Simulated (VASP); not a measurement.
# Be (P6_3/mmc) in VASP: notebook

One crystal, Be, is run at these levels: LDA; tasks: relaxation of shape and atoms at fixed volume.

Program: VASP 6.6.1. These are calculated values, not measurements. Logs are shortened: lines on timing, memory, paths and dates and some standing lists are left out, and cuts for length are marked.

## (1) The structure

It takes space group P6_3/mmc (No. 194, hexagonal). Conventional cell: a = 2.227 Å, b = 2.227 Å, c = 3.526 Å, α = 90.00°, β = 90.00°, γ = 120.00°. Around Be (site symmetry -6m2) lie 12 Be at 2.18 to 2.23 Å.

## (2) Relaxation of shape and atoms at fixed volume, LDA

File INCAR:

```
SYSTEM = Be
ALGO = Normal
EDIFF = 1E-7
EDIFFG = -0.01
ENCUT = 600
IBRION = 2
ISIF = 4
ISMEAR = 1
LASPH = .True.
LCHARG = .False.
LREAL = .False.
LWAVE = .False.
NELM = 80
NSW = 40
PREC = Accurate
SIGMA = 0.1
```

File KPOINTS:

```
k-points
0
Gamma
  18 18 10
  0 0 0
```

File POSCAR:

```
Be                                      
1.0
    2.2266416248     -0.0000000000     -0.0000000000
   -1.1133208124      1.9283282122      0.0000000000
    0.0000000000     -0.0000000000      3.5255916739
  Be            
     2
Direct
     0.3333333332999970    0.6666666667000030    0.2500000000000000
     0.6666666667000030    0.3333333332999970    0.7500000000000000
```

Potentials or basis: VASP PAW LDA potentials, release 64 (Be).

Run with:

```console
> cat potpaw_LDA.64/Be/POTCAR > POTCAR
> mpirun -np 1 vasp_std > vasp.out
```

OUTCAR:

```text
SYSTEM = Be
   EDIFF = 1E-7
   EDIFFG = -0.01
   ENCUT = 600
   IBRION = 2
   ISIF = 4
   ISMEAR = 1
   LASPH = .True.
   LREAL = .False.
   NELM = 80
   NSW = 40
   PREC = Accurate

 ion  position               nearest neighbor table
   1  0.333  0.667  0.250-   2 2.18   2 2.18   2 2.18   2 2.18   2 2.18   2 2.18
   2  0.667  0.333  0.750-   1 2.18   1 2.18   1 2.18   1 2.18   1 2.18   1 2.18

  LATTYP: Found a hexagonal cell.
 ALAT       =     2.2266416248
 C/A-ratio  =     1.5833673612

  Lattice vectors:

 A1 = (   2.2266416248,   0.0000000000,   0.0000000000)
 A2 = (  -1.1133208124,   1.9283282122,   0.0000000000)
 A3 = (   0.0000000000,   0.0000000000,   3.5255916739)

Analysis of symmetry for initial positions (statically):
=====================================================================
 Subroutine PRICEL returns:
 Original cell was already a primitive cell.

 Routine SETGRP: Setting up the symmetry group for a
 hexagonal supercell.

 Subroutine GETGRP returns: Found 24 space group operations
 (whereof 12 operations were pure point group operations)
 out of a pool of 24 trial point group operations.

The static configuration has the point symmetry D_3d.
 The point group associated with its full space group is D_6h.

Analysis of symmetry for dynamics (positions and initial velocities):
=====================================================================
 Subroutine PRICEL returns:
 Original cell was already a primitive cell.

 Routine SETGRP: Setting up the symmetry group for a
 hexagonal supercell.

 Subroutine GETGRP returns: Found 24 space group operations
 (whereof 12 operations were pure point group operations)
 out of a pool of 24 trial point group operations.

The dynamic configuration has the point symmetry D_3d.
 The point group associated with its full space group is D_6h.

 Subroutine INISYM returns: Found 24 space group operations
 (whereof 12 operations are pure point group operations),
 and found     1 'primitive' translations

----------------------------------------------------------------------------------------

                                     Primitive cell

  volume of cell :      15.1378

  direct lattice vectors                    reciprocal lattice vectors
     2.226641625  0.000000000  0.000000000     0.449106847  0.259291959  0.000000000
    -1.113320812  1.928328212  0.000000000     0.000000000  0.518583918  0.000000000
     0.000000000  0.000000000  3.525591674     0.000000000  0.000000000  0.283640334

  length of vectors
     2.226641625  2.226641625  3.525591674     0.518583918  0.518583918  0.283640334

  position of ions in fractional coordinates (direct lattice)
     0.333333333  0.666666667  0.250000000
     0.666666667  0.333333333  0.750000000

  ion indices of the primitive-cell ions
   primitive index   ion index
                 1           1
                 2           2

----------------------------------------------------------------------------------------

 KPOINTS: k-points

Automatic generation of k-mesh.
 Grid dimensions read from file:
 generate k-points for:   18   18   10

 Generating k-lattice:

  Cartesian coordinates                     Fractional coordinates (reciprocal lattice)
     0.024950380  0.014405109  0.000000000     0.055555556  0.000000000  0.000000000
     0.000000000  0.028810218  0.000000000     0.000000000  0.055555556  0.000000000
     0.000000000  0.000000000  0.028364033     0.000000000  0.000000000  0.100000000

  Length of vectors
     0.028810218  0.028810218  0.028364033

  Shift w.r.t. Gamma in fractional coordinates (k-lattice)
     0.000000000  0.000000000  0.000000000

 Subroutine IBZKPT returns following result:
 ===========================================

 Found    222 irreducible k-points:

 Following reciprocal coordinates:
            Coordinates               Weight
  0.000000  0.000000  0.000000      1.000000
  0.055556  0.000000  0.000000      6.000000
  0.111111  0.000000  0.000000      6.000000
  0.166667  0.000000  0.000000      6.000000
  0.222222  0.000000  0.000000      6.000000
  0.277778  0.000000  0.000000      6.000000
[... 16 lines left out ...]
  0.333333  0.111111  0.000000     12.000000
  0.388889  0.111111  0.000000     12.000000
 [... further k-points ...]
   k-points           NKPTS =    222   k-points in BZ     NKDIM =    222   number of bands    NBANDS=      6
   number of dos      NEDOS =    301   number of ions     NIONS =      2
   total plane-waves  NPLWV =   9072
   dimension x,y,z NGX =    18 NGY =   18 NGZ =   28
   dimension x,y,z NGXF=    36 NGYF=   36 NGZF=   56
   ions per type =               2
   NGX,Y,Z   is equivalent  to a cutoff of  13.44, 13.44, 13.20 a.u.
   NGXF,Y,Z  is equivalent  to a cutoff of  26.88, 26.88, 26.41 a.u.
 SYSTEM =  Be
   PREC   = accura    normal or accurate (medium, high low for compatibility)
   ISTART =      0    job   : 0-new  1-cont  2-samecut
   ICHARG =      2    charge: 1-file 2-atom 10-const
   ISPIN  =      1    spin polarized calculation?
   LNONCOLLINEAR =      F non collinear calculations
   LSORBIT =      F    spin-orbit coupling
   LASPH  =      T    aspherical Exc in radial PAW
   ENCUT  =  600.0 eV  44.10 Ry    6.64 a.u.   4.45  4.45  7.04*2*pi/ulx,y,z
   NELM   =     80;   NELMIN=  2; NELMDL= -5     # of ELM steps
   EDIFF  = 0.1E-06   stopping-criterion for ELM
   LREAL  =      F    real-space projection
   EDIFFG = -.1E-01   stopping-criterion for IOM
   NSW    =     40    number of steps for IOM
   IBRION =      2    ionic relax: 0-MD 1-quasi-New 2-CG
   NFREE  =      1    steps in history (QN), initial steepest desc. (CG)
   ISIF   =      4    stress and relaxation
   ISYM   =      2    0-nonsym 1-usesym 2-fastsym
   POTIM  = 0.5000    time-step for ionic-motion
   TEBEG  =    0.0;   TEEND  =   0.0 temperature during run
   PSTRESS=    0.0 pullay stress
   NELECT =       4.0000    total number of electrons
   NUPDOWN=      -1.0000    fix difference up-down
   EMIN   =  10.00;   EMAX   =-10.00  energy-range for DOS
   EFERMI =   0.00;   METHOD = LEGACY
   ISMEAR =     1;   SIGMA  =   0.10  broadening in eV -4-tet -1-fermi 0-gaus
   EFERMI_NEDOS =   21; number of points for ismear=-14 and -15
   IALGO  =     38    algorithm
   IMIX   =      4    mixing-type and parameters
     AMIX     =   0.40;   BMIX     =  1.00
     AMIX_MAG =   1.60;   BMIX_MAG =  1.00
  volume/ion in A,a.u.               =       7.57        51.08
  Fermi-wavevector in a.u.,A,eV,Ry     =   1.050527  1.985207 15.015474  1.103606
  Thomas-Fermi vector in A             =   2.185533
   LORBIT       =      0    0 simple, 1 ext, 2 COOP (PROOUT), +10 PAW based schemes
   GGA     = CA    functional components
   LHFCALC =     F    Hartree Fock is set to
   AEXX    =    0.0000 exact exchange contribution
   IVDW    =     0    specifies the selected vdW correction
   LEPSILON=     F    determine dielectric tensor
   LRPA    =     F    only Hartree local field effects (RPA)
 conjugate gradient relaxation of ions
 non-spin polarized calculation
 Methfessel and Paxton  Order N= 1 SIGMA  =   0.10
  energy-cutoff  :      600.00
  volume of cell :       15.14
 maximum number of plane-waves:       537
 NGX is ok and might be reduce to    18
   NGX =  9   NGY =  9   NGZ = 15

 number of electron       4.0000000 magnetization

 Free energy of the ion-electron system (eV)
  ---------------------------------------------------
  ext. energy  EPLUGINS =         0.00000000
  ---------------------------------------------------
  free energy    TOTEN  =        -8.41657568 eV

  energy without entropy =       -8.41639096  energy(sigma->0) =       -8.41651410

 E-fermi :   7.3043     XC(G=0): -10.7657

 val. band max:        7.1504186348   @ k =   0.2778   0.2778   0.1000
 cond. band min:       7.3120520691   @ k =   0.3333   0.2778   0.3000
 fundamental gap:      0.1616334343
 Fermi energy:         7.3042623515

 k-point     1 :       0.0000    0.0000    0.0000
  band No.  band energies     occupation
      1      -4.3086      2.00000
      2       2.4783      2.00000
      3       8.4134     -0.00000
      4      23.5256      0.00000
      5      23.5256      0.00000
      6      26.4156      0.00000

 k-point     2 :       0.0556    0.0000    0.0000
  band No.  band energies     occupation
      1      -4.2198      2.00000
      2       2.5984      2.00000
      3       8.4329     -0.00000
      4      22.7992      0.00000
      5      22.9617      0.00000
      6      26.4269      0.00000

 k-point     3 :       0.1111    0.0000    0.0000
  band No.  band energies     occupation
      1      -3.9531      2.00000
      2       2.9581      2.00000
      3       8.4857     -0.00000
      4      21.0116      0.00000
      5      21.8255      0.00000
      6      26.3815      0.00000

 k-point     4 :       0.1667    0.0000    0.0000
  band No.  band energies     occupation
      1      -3.5080      2.00000
      2       3.5563      2.00000
      3       8.5470     -0.00000
      4      18.7984      0.00000
      5      20.6160      0.00000
      6      26.0673      0.00000

 k-point     5 :       0.2222    0.0000    0.0000
  band No.  band energies     occupation
      1      -2.8845      2.00000
      2       4.3906      2.00000
      3       8.5456     -0.00000
      4      16.6194      0.00000
      5      19.5019      0.00000
      6      24.5483      0.00000
[... 136 lines left out ...]
 k-point    21 :       0.2222    0.1111    0.0000
  band No.  band energies     occupation
      1      -1.8109      2.00000
      2       5.8106      2.00000
      3       8.4764     -0.00000
      4      14.2066      0.00000
      5      17.0336      0.00000
      6      22.1333      0.00000

 k-point    22 :       0.2778    0.1111    0.0000
  band No.  band energies     occupation
      1      -0.8326      2.00000
      2       7.0945      2.01151
      3       7.8641     -0.00000
      4      12.9976      0.00000
      5      16.1221      0.00000
      6      19.7623      0.00000

 k-point    23 :       0.3333    0.1111    0.0000
  band No.  band energies     occupation
      1       0.3040      2.00000
      2       6.6552      2.00000
      3       8.5732     -0.00000
      4      12.6688      0.00000
      5      15.2842      0.00000
      6      17.3865      0.00000

 k-point    24 :       0.3889    0.1111    0.0000
  band No.  band energies     occupation
      1       1.5321      2.00000
      2       5.2057      2.00000
      3      10.1493      0.00000
      4      12.9144      0.00000
      5      14.5270      0.00000
      6      15.2340      0.00000

 [... further k-points ...]

------------------------ aborting loop because EDIFF is reached ----------------------------------------

  FORCE on cell =-STRESS in cart. coord.  units (eV):
  Direction    XX          YY          ZZ          XY          YZ          ZX
  --------------------------------------------------------------------------------------
  -------------------------------------------------------------------------------------
  Total        0.0020300      0.0020300      0.0003438      0.0000000      0.0000000      0.0000000
  in kB        0.2148503      0.2148503      0.0363852      0.0000000      0.0000000      0.0000000
  external PRESSURE =       0.1553619 kB  Pullay stress =       0.0000000 kB

 VOLUME and BASIS-vectors are now :
 -----------------------------------------------------------------------------
  energy-cutoff  :      600.00
  volume of cell :       15.14
      direct lattice vectors                 reciprocal lattice vectors
     2.226641625  0.000000000  0.000000000     0.449106847  0.259291959  0.000000000
    -1.113320812  1.928328212  0.000000000     0.000000000  0.518583918  0.000000000
     0.000000000  0.000000000  3.525591674     0.000000000  0.000000000  0.283640334

 POSITION                                       TOTAL-FORCE (eV/Angst)
 -----------------------------------------------------------------------------------
     -0.00000      1.28555      0.88140         0.000000     -0.000000      0.000000
      1.11332      0.64278      2.64419        -0.000000      0.000000      0.000000
 -----------------------------------------------------------------------------------
    total drift:                                0.000000     -0.000000      0.000000

  FREE ENERGIE OF THE ION-ELECTRON SYSTEM (eV)
  ---------------------------------------------------
  free  energy   TOTEN  =        -8.4165756758 eV

  energy  without entropy=       -8.4163909624  energy(sigma->0) =       -8.41651410

 reached required accuracy - stopping structural energy minimisation
```

Wall time 9.9 s (1 thread of Intel Xeon Platinum 8488C (Sapphire Rapids), shared host); peak memory 0.13 GiB.

What came out:

- Free energy: -8.4166 eV
- Pressure after relaxing: 0.0 GPa
- Band gap on the k mesh: none (metal or under the smearing width)

Final structure:
```yaml
crystal:
  lattice:
    - [2.22664, 0.00000, 0.00000]
    - [-1.11332, 1.92833, 0.00000]
    - [0.00000, 0.00000, 3.52559]
  atoms:
    - { symbol: Be, position: [0.33333, 0.66667, 0.25000] }
    - { symbol: Be, position: [0.66667, 0.33333, 0.75000] }
```

Levels at points of the mesh, in eV from the Fermi level:
| k point | band 1 | band 2 | band 3 | band 4 | band 5 | band 6 |
| --- | --- | --- | --- | --- | --- | --- |
| (0.00, 0.00, 0.00) | -11.61 | -4.83 | 1.11 | 16.22 | 16.22 | 19.11 |
| (0.50, 0.00, 0.00) | -5.30 | -3.27 | 3.50 | 6.46 | 6.81 | 9.49 |
| (0.00, 0.00, 0.50) | -9.47 | -9.47 | 10.69 | 10.69 | 17.87 | 17.87 |
| (0.50, 0.00, 0.50) | -3.93 | -3.93 | 1.65 | 1.65 | 12.13 | 12.13 |

Caveat: the relaxation stopped at its first step, so nothing moved.

## (3) Relaxation of shape and atoms at fixed volume, LDA (a relaxed cell with its volume scaled by 1.02)

INCAR is that of step 2.

KPOINTS is that of step 2.

File POSCAR:

```
Be                                      
1.0
    2.2413880256     -0.0000000000     -0.0000000000
   -1.1206940128      1.9410989699      0.0000000000
    0.0000000000     -0.0000000000      3.5489406436
  Be            
     2
Direct
     0.3333333332999970    0.6666666667000030    0.2500000000000000
     0.6666666667000030    0.3333333332999970    0.7500000000000000
```

Potentials or basis: VASP PAW LDA potentials, release 64 (Be).

Run with:

```console
> cat potpaw_LDA.64/Be/POTCAR > POTCAR
> mpirun -np 1 vasp_std > vasp.out
```

OUTCAR:

```text
SYSTEM = Be
   EDIFF = 1E-7
   EDIFFG = -0.01
   ENCUT = 600
   IBRION = 2
   ISIF = 4
   ISMEAR = 1
   LASPH = .True.
   LREAL = .False.
   NELM = 80
   NSW = 40
   PREC = Accurate

 ion  position               nearest neighbor table
   1  0.333  0.667  0.250-   2 2.20   2 2.20   2 2.20   2 2.20   2 2.20   2 2.20
   2  0.667  0.333  0.750-   1 2.20   1 2.20   1 2.20   1 2.20   1 2.20   1 2.20

  LATTYP: Found a hexagonal cell.
 ALAT       =     2.2413880256
 C/A-ratio  =     1.5833673612

  Lattice vectors:
[... 457 lines left out ...]

  FORCE on cell =-STRESS in cart. coord.  units (eV):
  Direction    XX          YY          ZZ          XY          YZ          ZX
  --------------------------------------------------------------------------------------
  -------------------------------------------------------------------------------------
  Total       -0.2401638     -0.2401638     -0.2425935      0.0000000      0.0000000     -0.0000000
  in kB      -24.9203822    -24.9203822    -25.1725000      0.0000000      0.0000000     -0.0000000
  external PRESSURE =     -25.0044215 kB  Pullay stress =       0.0000000 kB

 VOLUME and BASIS-vectors are now :
 -----------------------------------------------------------------------------
  energy-cutoff  :      600.00
  volume of cell :       15.44
      direct lattice vectors                 reciprocal lattice vectors
     2.241942454  0.000000000  0.000000000     0.446041779  0.257522341  0.000000000
    -1.120971227  1.941579119  0.000000000     0.000000000  0.515044682 -0.000000000
    -0.000000000  0.000000000  3.547185567     0.000000000 -0.000000000  0.281913641

 POSITION                                       TOTAL-FORCE (eV/Angst)
 -----------------------------------------------------------------------------------
     -0.00000      1.29439      0.88680         0.000000      0.000000      0.000000
      1.12097      0.64719      2.66039        -0.000000     -0.000000      0.000000
 -----------------------------------------------------------------------------------
    total drift:                                0.000000     -0.000000      0.000000

  FREE ENERGIE OF THE ION-ELECTRON SYSTEM (eV)
  ---------------------------------------------------
  free  energy   TOTEN  =        -8.4141984489 eV

  energy  without entropy=       -8.4140215792  energy(sigma->0) =       -8.41413949

 reached required accuracy - stopping structural energy minimisation
```

OSZICAR:

```text
N       E                     dE             d eps       ncg     rms          rms(c)
DAV:   1    -0.302119149663E+01   -0.30212E+01   -0.19876E+03  2676   0.617E+02
DAV:   2    -0.843787047502E+01   -0.54167E+01   -0.50993E+01  3978   0.592E+01
DAV:   3    -0.846706410777E+01   -0.29194E-01   -0.29193E-01  3378   0.482E+00
DAV:   4    -0.846707629822E+01   -0.12190E-04   -0.12191E-04  3900   0.101E-01
DAV:   5    -0.846707630288E+01   -0.46632E-08   -0.44789E-08  3312   0.105E-03    0.124E+00
DAV:   6    -0.843091856361E+01    0.36158E-01   -0.25320E-03  3024   0.477E-01    0.751E-01
DAV:   7    -0.841419925309E+01    0.16719E-01   -0.42294E-03  3102   0.601E-01    0.189E-02
DAV:   8    -0.841419124483E+01    0.80083E-05   -0.10302E-05  4038   0.375E-02    0.512E-03
DAV:   9    -0.841419025285E+01    0.99198E-06   -0.51935E-07  3132   0.828E-03    0.472E-04
DAV:  10    -0.841419024581E+01    0.70352E-08   -0.15764E-09  2598   0.467E-04
   1 F= -.84141902E+01 E0= -.84141296E+01  d E =-.841419E+01
       N       E                     dE             d eps       ncg     rms          rms(c)
DAV:   1    -0.841419863959E+01   -0.83867E-05   -0.89104E-05  3360   0.631E-02    0.374E-03
DAV:   2    -0.841419853139E+01    0.10820E-06   -0.38367E-07  3066   0.555E-03    0.227E-03
DAV:   3    -0.841419844893E+01    0.82452E-07   -0.53672E-08  2544   0.127E-03
   2 F= -.84141984E+01 E0= -.84141395E+01  d E =-.820312E-05
```

Run time: 14 s. Hardware: 1 thread of Intel Xeon Platinum 8488C (Sapphire Rapids), shared host; peak memory 0.13 GiB.

What came out:

| Item | Value |
| --- | --- |
| Free energy | -8.4142 eV |
| Energy gained by relaxing | 0.0 meV/atom |
| Ionic steps | 2 |
| Pressure after relaxing | -2.5 GPa |
| Band gap on the k mesh | none (metal or under the smearing width) |

Final structure:
```yaml
crystal:
  lattice:
    - [2.24194, 0.00000, 0.00000]
    - [-1.12097, 1.94158, 0.00000]
    - [0.00000, 0.00000, 3.54719]
  atoms:
    - { symbol: Be, position: [0.33333, 0.66667, 0.25000] }
    - { symbol: Be, position: [0.66667, 0.33333, 0.75000] }
```

Levels at points of the mesh, in eV from the Fermi level:
| k point | band 1 | band 2 | band 3 | band 4 | band 5 | band 6 |
| --- | --- | --- | --- | --- | --- | --- |
| (0.00, 0.00, 0.00) | -11.51 | -4.75 | 1.05 | 15.95 | 15.95 | 18.81 |
| (0.50, 0.00, 0.00) | -5.23 | -3.26 | 3.45 | 6.40 | 6.68 | 9.33 |
| (0.00, 0.00, 0.50) | -9.37 | -9.37 | 10.54 | 10.54 | 17.58 | 17.58 |
| (0.50, 0.00, 0.50) | -3.87 | -3.87 | 1.58 | 1.58 | 11.94 | 11.94 |
